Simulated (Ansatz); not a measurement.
The system is Mo.

```
Mo
1.0
    -1.58381    1.58381    1.58381
     1.58381   -1.58381    1.58381
     1.58381    1.58381   -1.58381
Mo
1
Cartesian
  0.0000 0.0000 0.0000
```

```yaml
Program: Ansatz 0.2.0
Task: relaxation of cell and atoms
Functional: PBEsol
Dispersion: D4
Potentials_or_basis: all-electron LAPW, scalar-relativistic
Basis_error_allowed: 0.001 eV/atom
k_mesh: 12 × 12 × 12
Occupations: fermi-dirac, width 0.05 eV
Spin: no spin polarisation
```

At the start: volume 15.89 Å³/atom.

Where does the relaxation end?

Over 5 steps the energy falls by 31.7 meV/atom and the volume is 15.13 Å³/atom (-4.8 %); space group Im-3m (No. 229, to 0.05 Å).

The path:
```tsv
step	energy change (eV)	largest force (eV/Å)	volume (Å³)
1	0.0000	0.0000	15.89
2	-0.0309	0.0000	15.25
3	-0.0317	0.0000	15.12
4	-0.0317	0.0000	15.13
5	-0.0317	0.0000	15.13
```

Final structure:
```yaml
crystal:
  lattice:
    - [-1.55825, 1.55825, 1.55825]
    - [1.55825, -1.55825, 1.55825]
    - [1.55825, 1.55825, -1.55825]
  atoms:
    - { symbol: Mo, position: [0.00000, 0.00000, 0.00000] }
```
